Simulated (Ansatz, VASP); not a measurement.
HgS3 in VASP and in Ansatz

```
Hg S
1.0
     0.00000    3.82407    3.82407
     3.82407    0.00000    3.82407
     3.82407    3.82407    0.00000
Hg S
1 3
Direct
  0.00000 0.00000 0.00000
  0.75000 0.75000 0.75000
  0.50000 0.50000 0.50000
  0.25000 0.25000 0.25000
```

Alike in both runs: task single point; functional PBE; k mesh 4 × 4 × 4; occupations gaussian, width 0.1 eV; no spin polarisation.

|  | VASP | Ansatz |
| --- | --- | --- |
| version | VASP 6.6.1 | Ansatz 0.2.0 |
| potentials or method | VASP PAW PBE potentials, release 64 (Hg, S) | scalar-relativistic, plane waves, PAW |
| plane-wave cutoff (eV) | 520 | 420 |
| valence electrons in the cell | 30 | 38 |

```tsv
	VASP	Ansatz	Ansatz less VASP
gap on the k mesh at the Fermi level (eV)	none	none	-
pressure (GPa)	-9.9	-9.9	0.00
```

A gap of «none» marks a metal or a gap that the smearing closes. The functional is the same, so the differences come from potentials, cutoffs and numerics. The two sets of potentials don't hold the same shells in valence.

Spin-orbit coupling is left out, which matters for the levels of Hg.
